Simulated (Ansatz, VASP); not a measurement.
Given: the input of a run of Ansatz 0.2.0 on Li.

input.yaml

```yaml
crystal:
  lattice:
    - [-1.75465, 1.75465, 1.75465]
    - [1.75465, -1.75465, 1.75465]
    - [1.75465, 1.75465, -1.75465]
  atoms:
    - { symbol: Li, position: [0.0, 0.0, 0.0] }
hamiltonian:
  xc: pbesol
  pseudopotentials: { kind: paw }
  dispersion: d3bj
kpoints:
  mp_grid: { grid: [11, 11, 11] }
scf:
  occupations: { method: fermi_dirac, width: 0.05 }
output:
  forces: true
  stress: true
relax:
  f_tol: 0.01
  max_steps: 40
  cell: { stress_tol: 0.05 }
```

Potentials or basis: Ansatz PAW.

Launch:

```console
$ ansatz run input.yaml --threads 2 --pin off --max-ram 5632MiB --backend cpu --events-out ev --progress --plain --runs-dir out
```

**Question.** Set up the same calculation for VASP 6.6.1. Potentials there: VASP PAW PBE potentials, release 64 (Li_sv).

**Answer.** As run (the cutoff follows the program's own potentials):

File INCAR:

```
SYSTEM = Li
  PREC = Accurate
  ENCUT = 600
  EDIFF = 1E-6
  ISMEAR = -1
  SIGMA = 0.05
  LREAL = .False.
  LASPH = .True.
  NELM = 60
  ALGO = Normal
  ISIF = 3
  LWAVE = .False.
  LCHARG = .False.
  GGA = PS
  IVDW = 12
  IBRION = 2
  NSW = 60
  EDIFFG = -0.01
```

File KPOINTS:

```
regular mesh
0
Gamma
  11 11 11
  0 0 0
```

Contents of POSCAR:

```
Li
1.0
   -1.7546500000      1.7546500000      1.7546500000
    1.7546500000     -1.7546500000      1.7546500000
    1.7546500000      1.7546500000     -1.7546500000
Li
1
Direct
    0.0000000000      0.0000000000      0.0000000000
```

Potentials or basis: VASP PAW PBE potentials, release 64 (Li_sv).

Run with:

```sh
$ cat potpaw_PBE.64/Li_sv/POTCAR > POTCAR
$ mpirun -np 1 vasp_std > vasp.out
```

Both were run:

|  | VASP | Ansatz | Ansatz less VASP |
| --- | --- | --- | --- |
| relaxed volume (Å³/atom) | 18.16 | 18.46 | +0.299 |
| relaxed cell length with the largest relative difference (Å) | 2.868 | 2.884 | +0.0157 |
| energy change over the relaxation (meV/atom) | -25 | -21 | +3.5 |

Caveats: the cutoff is under 1.25 times the usual one of these potentials, so pressure, stress and relaxed cells hold a basis-set (Pulay) error (VASP); the volume moved by over 15 % at a fixed basis, so the end points are rough (VASP); the PAW data sets were made with another functional, which shifts forces and pressure a little (VASP); the volume moved by -16 % from the deposited cell, more than functionals usually miss (VASP); pairwise dispersion overbinds metals, which lowers pressure and volume (VASP); the plane-wave basis is chosen anew once the cell has moved, so the energies of steps on either side of that aren't comparable (Ansatz); the volume moved by -15 % from the deposited cell, more than functionals usually miss (Ansatz).
